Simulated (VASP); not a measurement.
# ZnO (zincite) (P6_3mc) in VASP: notebook

Aim: see how the results for ZnO (zincite) move with the level of theory and the settings. Levels: LAK, r2SCAN. Tasks: band structure, equation of state.

Program: VASP 6.6.1. These are calculated values, not measurements. Logs are shortened: lines on timing, memory, paths and dates and some standing lists are left out, and cuts for length are marked.

**Measured values to compare with.**

From “Electronic structure of alkaline earth and post-transition metal oxides”, 2009, arxiv:0908.1581, for a bulk crystal of ZnO: band gap 3.37 eV.

The runs below are set against these values where they give the same quantity.

### Step 1. The crystal as given

The structure is hexagonal, space group P6_3mc (No. 186). Conventional cell: a = 3.249 Å, b = 3.249 Å, c = 5.206 Å, α = 90.00°, β = 90.00°, γ = 120.00°. Zn (site symmetry 3m) is surrounded by 4 O at 1.97 to 1.98 Å. O (site symmetry 3m) is surrounded by 4 Zn at 1.97 to 1.98 Å.

### Step 2. Band structure, LAK

INCAR reads:

```
PREC = Accurate
ENCUT = 520
EDIFF = 1E-6
ISMEAR = -1
SIGMA = 0.05
LREAL = F
LASPH = T
NELM = 80
ALGO = Normal
ISIF = 2
LWAVE = F
LCHARG = F
METAGGA = LAK
LMIXTAU = T
NBANDS = 26
```

KPOINTS reads:

```
Automatic mesh
0
Gamma
  9 9 5
```

POSCAR reads:

```
ZnO
1.0
    3.2493080000      0.0000000000      0.0000000000
   -1.6246540000      2.8139832727      0.0000000000
    0.0000000000      0.0000000000      5.2057090000
Zn O
2 2
Direct
    0.6666666667      0.3333333333      0.0000000000
    0.3333333333      0.6666666667      0.5000000000
    0.3333333333      0.6666666667      0.8790100000
    0.6666666667      0.3333333333      0.3790100000
```

KPOINTS_OPT reads:

```
path GMKGALHA,LM,KH
20
line-mode
reciprocal
 0.0000000000  0.0000000000  0.0000000000  G
 0.5000000000  0.0000000000  0.0000000000  M

 0.5000000000  0.0000000000  0.0000000000  M
 0.3333333333  0.3333333333  0.0000000000  K

 0.3333333333  0.3333333333  0.0000000000  K
 0.0000000000  0.0000000000  0.0000000000  G

 0.0000000000  0.0000000000  0.0000000000  G
 0.0000000000  0.0000000000  0.5000000000  A

 0.0000000000  0.0000000000  0.5000000000  A
 0.5000000000  0.0000000000  0.5000000000  L

 0.5000000000  0.0000000000  0.5000000000  L
 0.3333333333  0.3333333333  0.5000000000  H

 0.3333333333  0.3333333333  0.5000000000  H
 0.0000000000  0.0000000000  0.5000000000  A

 0.5000000000  0.0000000000  0.5000000000  L
 0.5000000000  0.0000000000  0.0000000000  M

 0.3333333333  0.3333333333  0.0000000000  K
 0.3333333333  0.3333333333  0.5000000000  H
```

Potentials or basis: VASP PAW PBE potentials, release 64 (Zn, O).

On the command line:

```sh
> cat potpaw_PBE.64/Zn/POTCAR potpaw_PBE.64/O/POTCAR > POTCAR
> mpirun -np 1 vasp_std > vasp.out
```

OUTCAR:

```text
PREC = Accurate
   ENCUT = 520
   EDIFF = 1E-6
   ISMEAR = -1
   LREAL = F
   LASPH = T
   NELM = 80
   ISIF = 2
   METAGGA = LAK

 ion  position               nearest neighbor table
   1  0.667  0.333  0.000-   4 1.97   3 1.98   3 1.98   3 1.98
   2  0.333  0.667  0.500-   3 1.97   4 1.98   4 1.98   4 1.98
   3  0.333  0.667  0.879-   2 1.97   1 1.98   1 1.98   1 1.98
   4  0.667  0.333  0.379-   1 1.97   2 1.98   2 1.98   2 1.98

  LATTYP: Found a hexagonal cell.
 ALAT       =     3.2493080000
 C/A-ratio  =     1.6020977390

  Lattice vectors:

 A1 = (   3.2493080000,   0.0000000000,   0.0000000000)
 A2 = (  -1.6246540000,   2.8139832727,   0.0000000000)
 A3 = (   0.0000000000,   0.0000000000,   5.2057090000)

Analysis of symmetry for initial positions (statically):
=====================================================================
 Subroutine PRICEL returns:
 Original cell was already a primitive cell.

 Routine SETGRP: Setting up the symmetry group for a
 hexagonal supercell.

 Subroutine GETGRP returns: Found 12 space group operations
 (whereof  6 operations were pure point group operations)
 out of a pool of 24 trial point group operations.

The static configuration has the point symmetry C_3v.
 The point group associated with its full space group is C_6v.

Analysis of symmetry for dynamics (positions and initial velocities):
=====================================================================
 Subroutine PRICEL returns:
 Original cell was already a primitive cell.

 Routine SETGRP: Setting up the symmetry group for a
 hexagonal supercell.

 Subroutine GETGRP returns: Found 12 space group operations
 (whereof  6 operations were pure point group operations)
 out of a pool of 24 trial point group operations.

The dynamic configuration has the point symmetry C_3v.
 The point group associated with its full space group is C_6v.

 Subroutine INISYM returns: Found 12 space group operations
 (whereof  6 operations are pure point group operations),
 and found     1 'primitive' translations

----------------------------------------------------------------------------------------

                                     Primitive cell

  volume of cell :      47.5984
[... 82 lines left out ...]
   NGXF,Y,Z  is equivalent  to a cutoff of  24.56, 24.56, 25.55 a.u.
 SYSTEM =  unknown system
   PREC   = accura    normal or accurate (medium, high low for compatibility)
   ISTART =      0    job   : 0-new  1-cont  2-samecut
   ICHARG =      2    charge: 1-file 2-atom 10-const
   ISPIN  =      1    spin polarized calculation?
   LNONCOLLINEAR =      F non collinear calculations
   LSORBIT =      F    spin-orbit coupling
   LASPH  =      T    aspherical Exc in radial PAW
   ENCUT  =  520.0 eV  38.22 Ry    6.18 a.u.   6.04  6.04  9.68*2*pi/ulx,y,z
   NELM   =     80;   NELMIN=  2; NELMDL= -5     # of ELM steps
   EDIFF  = 0.1E-05   stopping-criterion for ELM
   LREAL  =      F    real-space projection
   EDIFFG = 0.1E-04   stopping-criterion for IOM
   NSW    =      0    number of steps for IOM
   IBRION =     -1    ionic relax: 0-MD 1-quasi-New 2-CG
   NFREE  =      0    steps in history (QN), initial steepest desc. (CG)
   ISIF   =      2    stress and relaxation
   ISYM   =      2    0-nonsym 1-usesym 2-fastsym
   POTIM  = 0.5000    time-step for ionic-motion
   TEBEG  =    0.0;   TEEND  =   0.0 temperature during run
   PSTRESS=    0.0 pullay stress
   NELECT =      36.0000    total number of electrons
   NUPDOWN=      -1.0000    fix difference up-down
   EMIN   =  10.00;   EMAX   =-10.00  energy-range for DOS
   EFERMI =   0.00;   METHOD = LEGACY
   ISMEAR =    -1;   SIGMA  =   0.05  broadening in eV -4-tet -1-fermi 0-gaus
   EFERMI_NEDOS =   21; number of points for ismear=-14 and -15
   IALGO  =     38    algorithm
   IMIX   =      4    mixing-type and parameters
     AMIX     =   0.40;   BMIX     =  1.00
     AMIX_MAG =   1.60;   BMIX_MAG =  1.00
  volume/ion in A,a.u.               =      11.90        80.30
  Fermi-wavevector in a.u.,A,eV,Ry     =   1.491574  2.818667 30.270160  2.224794
  Thomas-Fermi vector in A             =   2.604212
   LORBIT       =      0    0 simple, 1 ext, 2 COOP (PROOUT), +10 PAW based schemes
   METAGGA = LAK    functional components
   LHFCALC =     F    Hartree Fock is set to
   AEXX    =    0.0000 exact exchange contribution
   IVDW    =     0    specifies the selected vdW correction
   LEPSILON=     F    determine dielectric tensor
   LRPA    =     F    only Hartree local field effects (RPA)
 non-spin polarized calculation
  energy-cutoff  :      520.00
  volume of cell :       47.60
 maximum number of plane-waves:      1308
   NGX = 13   NGY = 13   NGZ = 19

 number of electron      36.0000017 magnetization

 Free energy of the ion-electron system (eV)
  ---------------------------------------------------
  ext. energy  EPLUGINS =         0.00000000
  ---------------------------------------------------
  free energy    TOTEN  =        12.88732481 eV

  energy without entropy =       12.88732481  energy(sigma->0) =       12.88732481

 E-fermi :   1.8927     XC(G=0): -11.3572

 val. band max:        1.1174785765   @ k =   0.0000   0.0000   0.0000
 cond. band min:       2.5888128854   @ k =   0.0000   0.0000   0.0000
 fundamental gap:      1.4713343089
 Fermi energy:         1.8927036680

 k-point     1 :       0.0000    0.0000    0.0000
  band No.  band energies     occupation
      1     -18.4253      2.00000
      2     -17.7849      2.00000
      3      -4.6802      2.00000
      4      -4.6802      2.00000
      5      -4.6395      2.00000
      6      -4.4701      2.00000
[... 685 lines left out ...]
     25      15.5732      0.00000
     26      16.9043      0.00000

 [... further k-points ...]
[... 5 lines left out ...]
  --------------------------------------------------------------------------------------
  -------------------------------------------------------------------------------------
  Total        1.5346143      1.5346143      2.1270864      0.0000000      0.0000000      0.0000000
  in kB       51.6556156     51.6556155     71.5984207      0.0000000      0.0000000      0.0000000
  external PRESSURE =      58.3032173 kB  Pullay stress =       0.0000000 kB

 VOLUME and BASIS-vectors are now :
 -----------------------------------------------------------------------------
  energy-cutoff  :      520.00
  volume of cell :       47.60
      direct lattice vectors                 reciprocal lattice vectors
     3.249308000  0.000000000  0.000000000     0.307757836  0.177684070  0.000000000
    -1.624654000  2.813983273  0.000000000     0.000000000  0.355368139  0.000000000
     0.000000000  0.000000000  5.205709000     0.000000000  0.000000000  0.192096792

 POSITION                                       TOTAL-FORCE (eV/Angst)
 -----------------------------------------------------------------------------------
      1.62465      0.93799      0.00000         0.000000      0.000000     -0.136671
     -0.00000      1.87599      2.60285        -0.000000      0.000000     -0.136671
     -0.00000      1.87599      4.57587        -0.000000      0.000000      0.136671
      1.62465      0.93799      1.97302        -0.000000      0.000000      0.136671
 -----------------------------------------------------------------------------------
    total drift:                                0.000000      0.000000     -0.236496

  FREE ENERGIE OF THE ION-ELECTRON SYSTEM (eV)
  ---------------------------------------------------
  free  energy   TOTEN  =        12.8873248057 eV

  energy  without entropy=       12.8873248130  energy(sigma->0) =       12.88732481
```

stdout:

```text
POSCAR found type information on POSCAR ZnO
 POSCAR found :  2 types and       4 ions
 scaLAPACK will be used
 -----------------------------------------------------------------------------
|                                                                             |
|                                                                             |
|     You enforced a specific xc type in the INCAR file but a different       |
|     I HOPE YOU KNOW WHAT YOU ARE DOING!                                     |
|                                                                             |
 -----------------------------------------------------------------------------

 LDA part: xc-table for (None), standard interpolation
 POSCAR, INCAR and KPOINTS ok, starting setup
 FFT: planning ... GRIDC
 FFT: planning ... GRID_SOFT
 FFT: planning ... GRID
 WAVECAR not read
 entering main loop
 Start KPOINTS_OPT (optional k-point list driver)
k-point batch [1-36\180]
k-point batch [37-72\180]
k-point batch [73-108\180]
k-point batch [109-144\180]
k-point batch [145-180\180]
```

It took 3.8 min on 1 thread of Intel Xeon Platinum 8488C (Sapphire Rapids), shared host; peak memory 0.21 GiB.

Results:

- Free energy: 12.8873 eV
- Pressure: 5.8 GPa
- Largest force: 0.137 eV/Å
- Band gap on the k mesh: 1.47 eV, direct
- Band gap along the path: 1.47 eV, direct

Forces on the atoms (eV/Å):
```
Zn   0.000  0.000 -0.137
Zn   0.000  0.000 -0.137
O    0.000  0.000  0.137
O    0.000  0.000  0.137
```

Levels at the corners of the path, in eV from the valence-band top:
| point | band 15 | band 16 | band 17 | band 18 | band 19 | band 20 | band 21 | band 22 |
| --- | --- | --- | --- | --- | --- | --- | --- | --- |
| Γ | -0.82 | -0.08 | 0.00 | 0.00 | 1.47 | 6.10 | 9.14 | 13.88 |
| M | -2.81 | -2.31 | -1.27 | -0.84 | 6.66 | 7.60 | 8.38 | 9.52 |
| M | -2.81 | -2.31 | -1.27 | -0.84 | 6.66 | 7.60 | 8.38 | 9.52 |
| K | -3.52 | -1.91 | -1.91 | -1.70 | 8.39 | 8.68 | 8.68 | 8.90 |
| K | -3.52 | -1.91 | -1.91 | -1.70 | 8.39 | 8.68 | 8.68 | 8.90 |
| Γ | -0.82 | -0.08 | 0.00 | 0.00 | 1.47 | 6.10 | 9.14 | 13.88 |
| Γ | -0.82 | -0.08 | 0.00 | 0.00 | 1.47 | 6.10 | 9.14 | 13.88 |
| A | -0.41 | -0.41 | -0.41 | -0.41 | 4.15 | 4.15 | 11.13 | 11.13 |
| A | -0.41 | -0.41 | -0.41 | -0.41 | 4.15 | 4.15 | 11.13 | 11.13 |
| L | -1.53 | -1.53 | -1.37 | -1.37 | 6.52 | 6.52 | 9.42 | 9.42 |
| L | -1.53 | -1.53 | -1.37 | -1.37 | 6.52 | 6.52 | 9.42 | 9.42 |
| H | -2.66 | -2.66 | -1.25 | -1.25 | 8.75 | 8.75 | 9.00 | 9.00 |
| H | -2.66 | -2.66 | -1.25 | -1.25 | 8.75 | 8.75 | 9.00 | 9.00 |
| A | -0.41 | -0.41 | -0.41 | -0.41 | 4.15 | 4.15 | 11.13 | 11.13 |
| L | -1.53 | -1.53 | -1.37 | -1.37 | 6.52 | 6.52 | 9.42 | 9.42 |
| M | -2.81 | -2.31 | -1.27 | -0.84 | 6.66 | 7.60 | 8.38 | 9.52 |
| K | -3.52 | -1.91 | -1.91 | -1.70 | 8.39 | 8.68 | 8.68 | 8.90 |
| H | -2.66 | -2.66 | -1.25 | -1.25 | 8.75 | 8.75 | 9.00 | 9.00 |

Caveat: the PAW data sets were made with another functional, which shifts forces and pressure a little.

### Step 3. Equation of state, r2SCAN, 11.19 Å³/atom (volume scaled by 0.94)

INCAR reads:

```
SYSTEM = ZnO
  PREC = Accurate
  ENCUT = 520
  EDIFF = 1E-6
  ISMEAR = -1
  SIGMA = 0.05
  LREAL = .FALSE.
  LASPH = .TRUE.
  NELM = 100
  ALGO = Normal
  ISIF = 2
  LWAVE = .FALSE.
  LCHARG = .FALSE.
  METAGGA = R2SCAN
  LMIXTAU = .TRUE.
```

KPOINTS reads:

```
Automatic mesh
0
G
  9 9 5
  0 0 0
```

POSCAR reads:

```
ZnO
1.0
    3.1829769797      0.0000000000      0.0000000000
   -1.5914884899      2.7565389241      0.0000000000
    0.0000000000      0.0000000000      5.0994402224
Zn O
2 2
Direct
    0.6666666667      0.3333333333      0.0000000000
    0.3333333333      0.6666666667      0.5000000000
    0.3333333333      0.6666666667      0.8790100000
    0.6666666667      0.3333333333      0.3790100000
```

Potentials or basis: VASP PAW PBE potentials, release 64 (Zn, O).

On the command line:

```sh
> cat potpaw_PBE.64/Zn/POTCAR potpaw_PBE.64/O/POTCAR > POTCAR
> mpirun -np 1 vasp_std > vasp.out
```

OUTCAR:

```text
SYSTEM = ZnO
   PREC = Accurate
   ENCUT = 520
   EDIFF = 1E-6
   ISMEAR = -1
   LREAL = .FALSE.
   LASPH = .TRUE.
   NELM = 100
   ISIF = 2
   METAGGA = R2SCAN

 Found     36 irreducible k-points:

 Following reciprocal coordinates:
            Coordinates               Weight
  0.000000  0.000000  0.000000      1.000000
  0.111111 -0.000000  0.000000      6.000000
  0.222222  0.000000  0.000000      6.000000
  0.333333  0.000000  0.000000      6.000000
  0.444444  0.000000  0.000000      6.000000
  0.111111  0.111111  0.000000      6.000000
   k-points           NKPTS =     36   k-points in BZ     NKDIM =     36   number of bands    NBANDS=     22
   number of dos      NEDOS =    301   number of ions     NIONS =      4
   total plane-waves  NPLWV =  23040
   dimension x,y,z NGX =    24 NGY =   24 NGZ =   40
   dimension x,y,z NGXF=    48 NGYF=   48 NGZF=   80
   ions per type =               2   2
   NGX,Y,Z   is equivalent  to a cutoff of  12.54, 12.54, 13.04 a.u.
   NGXF,Y,Z  is equivalent  to a cutoff of  25.07, 25.07, 26.08 a.u.
 SYSTEM =  ZnO
   PREC   = accura    normal or accurate (medium, high low for compatibility)
   ISTART =      0    job   : 0-new  1-cont  2-samecut
   ICHARG =      2    charge: 1-file 2-atom 10-const
   ISPIN  =      1    spin polarized calculation?
   LNONCOLLINEAR =      F non collinear calculations
   LSORBIT =      F    spin-orbit coupling
   LASPH  =      T    aspherical Exc in radial PAW
   ENCUT  =  520.0 eV  38.22 Ry    6.18 a.u.   5.92  5.92  9.48*2*pi/ulx,y,z
   NELM   =    100;   NELMIN=  2; NELMDL= -5     # of ELM steps
   EDIFF  = 0.1E-05   stopping-criterion for ELM
   LREAL  =      F    real-space projection
   EDIFFG = 0.1E-04   stopping-criterion for IOM
   NSW    =      0    number of steps for IOM
   IBRION =     -1    ionic relax: 0-MD 1-quasi-New 2-CG
   NFREE  =      0    steps in history (QN), initial steepest desc. (CG)
   ISIF   =      2    stress and relaxation
   ISYM   =      2    0-nonsym 1-usesym 2-fastsym
   POTIM  = 0.5000    time-step for ionic-motion
   TEBEG  =    0.0;   TEEND  =   0.0 temperature during run
   PSTRESS=    0.0 pullay stress
   NELECT =      36.0000    total number of electrons
   NUPDOWN=      -1.0000    fix difference up-down
   EMIN   =  10.00;   EMAX   =-10.00  energy-range for DOS
   EFERMI =   0.00;   METHOD = LEGACY
   ISMEAR =    -1;   SIGMA  =   0.05  broadening in eV -4-tet -1-fermi 0-gaus
   EFERMI_NEDOS =   21; number of points for ismear=-14 and -15
   IALGO  =     38    algorithm
   IMIX   =      4    mixing-type and parameters
     AMIX     =   0.40;   BMIX     =  1.00
     AMIX_MAG =   1.60;   BMIX_MAG =  1.00
  volume/ion in A,a.u.               =      11.19        75.48
  Fermi-wavevector in a.u.,A,eV,Ry     =   1.522658  2.877406 31.544924  2.318487
  Thomas-Fermi vector in A             =   2.631207
   LORBIT       =      0    0 simple, 1 ext, 2 COOP (PROOUT), +10 PAW based schemes
   METAGGA = R2SCAN    functional components
   LHFCALC =     F    Hartree Fock is set to
   AEXX    =    0.0000 exact exchange contribution
   IVDW    =     0    specifies the selected vdW correction
   LEPSILON=     F    determine dielectric tensor
   LRPA    =     F    only Hartree local field effects (RPA)
 non-spin polarized calculation
  energy-cutoff  :      520.00
  volume of cell :       44.74
 maximum number of plane-waves:      1228
 NGX is ok and might be reduce to    24
   NGX = 11   NGY = 11   NGZ = 19

 number of electron      35.9999989 magnetization

 Free energy of the ion-electron system (eV)
  ---------------------------------------------------
  ext. energy  EPLUGINS =         0.00000000
  ---------------------------------------------------
  free energy    TOTEN  =       -36.22909345 eV

  energy without entropy =      -36.22909343  energy(sigma->0) =      -36.22909344

 E-fermi :   2.1331     XC(G=0): -12.0275

 val. band max:        1.4331348940   @ k =   0.0000   0.0000   0.0000
 cond. band min:       2.7604000959   @ k =   0.0000   0.0000   0.0000
 fundamental gap:      1.3272652019
 Fermi energy:         2.1331006034

 k-point     1 :       0.0000    0.0000    0.0000
  band No.  band energies     occupation
      1     -18.1793      2.00000
      2     -17.3889      2.00000
      3      -4.7656      2.00000
      4      -4.7113      2.00000
      5      -4.7112      2.00000
      6      -4.6589      2.00000
[... 14 lines left out ...]
     21      10.5234      0.00000
     22      15.4007      0.00000

 k-point     2 :       0.1111   -0.0000    0.0000
  band No.  band energies     occupation
      1     -18.1068      2.00000
      2     -17.3575      2.00000
      3      -4.8060      2.00000
      4      -4.6674      2.00000
      5      -4.6573      2.00000
      6      -4.6126      2.00000
[... 92 lines left out ...]
 k-point     6 :       0.1111    0.1111    0.0000
  band No.  band energies     occupation
      1     -17.9737      2.00000
      2     -17.3042      2.00000
      3      -4.8931      2.00000
      4      -4.6969      2.00000
      5      -4.5473      2.00000
      6      -4.5124      2.00000
[... 14 lines left out ...]
     21      10.4233      0.00000
     22      12.8373      0.00000

 [... further k-points ...]
[... 5 lines left out ...]
  --------------------------------------------------------------------------------------
  -------------------------------------------------------------------------------------
  Total        2.7356614      2.7356614      3.3465856     -0.0000000     -0.0000000      0.0000000
  in kB       97.9609076     97.9609076    119.8374024     -0.0000000     -0.0000000      0.0000000
  external PRESSURE =     105.2530726 kB  Pullay stress =       0.0000000 kB

 VOLUME and BASIS-vectors are now :
 -----------------------------------------------------------------------------
  energy-cutoff  :      520.00
  volume of cell :       44.74
      direct lattice vectors                 reciprocal lattice vectors
     3.182976980  0.000000000  0.000000000     0.314171295  0.181386882  0.000000000
    -1.591488490  2.756538924  0.000000000     0.000000000  0.362773764  0.000000000
     0.000000000  0.000000000  5.099440222     0.000000000  0.000000000  0.196099955

 POSITION                                       TOTAL-FORCE (eV/Angst)
 -----------------------------------------------------------------------------------
      1.59149      0.91885      0.00000        -0.000000      0.000000     -0.097766
     -0.00000      1.83769      2.54972         0.000000      0.000000     -0.097766
     -0.00000      1.83769      4.48246        -0.000000      0.000000      0.097766
      1.59149      0.91885      1.93274        -0.000000      0.000000      0.097766
 -----------------------------------------------------------------------------------
    total drift:                                0.000001      0.000002     -0.031660

  FREE ENERGIE OF THE ION-ELECTRON SYSTEM (eV)
  ---------------------------------------------------
  free  energy   TOTEN  =       -36.2290934540 eV

  energy  without entropy=      -36.2290934279  energy(sigma->0) =      -36.22909344
```

Run time: 4.8 min. Hardware: 1 thread of Intel Xeon Platinum 8375C at 2.90GHz (Ice Lake), shared host; peak memory 0.17 GiB.

Results:

```yaml
Free_energy: -36.2291 eV
Pressure: 10.5 GPa
Largest_force: 0.098 eV/Å
Band_gap_on_the_k_mesh: 1.33 eV, direct
```

Caveat: the PAW data sets were made with another functional, which shifts forces and pressure a little.

(Continued in part 2 of 2.)
